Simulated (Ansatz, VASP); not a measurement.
# Pt: VASP beside Ansatz

```
Pt
1.0
     2.81481    0.00000    0.00000
    -1.40741    2.43770    0.00000
     0.00000    0.00000    4.88612
Pt
2
Direct
  0.33333 0.66667 0.25000
  0.66667 0.33333 0.75000
```

Change from the starting cell: volume scaled by 1.06.

Alike in both runs: task single point; functional PBE; k mesh 11 × 11 × 6; occupations fermi-dirac, width 0.05 eV; no spin polarisation.

|  | VASP | Ansatz |
| --- | --- | --- |
| version | VASP 6.6.1 | Ansatz 0.2.0 |
| potentials or method | VASP PAW PBE potentials, release 64 (Pt) | Ansatz PAW |
| plane-wave cutoff (eV) | 520 | 420 |
| valence electrons in the cell | 20 | 36 |

```tsv
	VASP	Ansatz	Ansatz less VASP
gap on the k mesh at the Fermi level (eV)	none	none	-
pressure (GPa)	-12.9	-12.5	+0.38
largest component of the traceless stress (GPa)	0.20	0.26	+0.065
```

A gap of «none» marks a metal or a gap that the smearing closes. The two sets of potentials don't hold the same shells in valence.

The runs have no spin-orbit coupling, so splittings on Pt are missing.
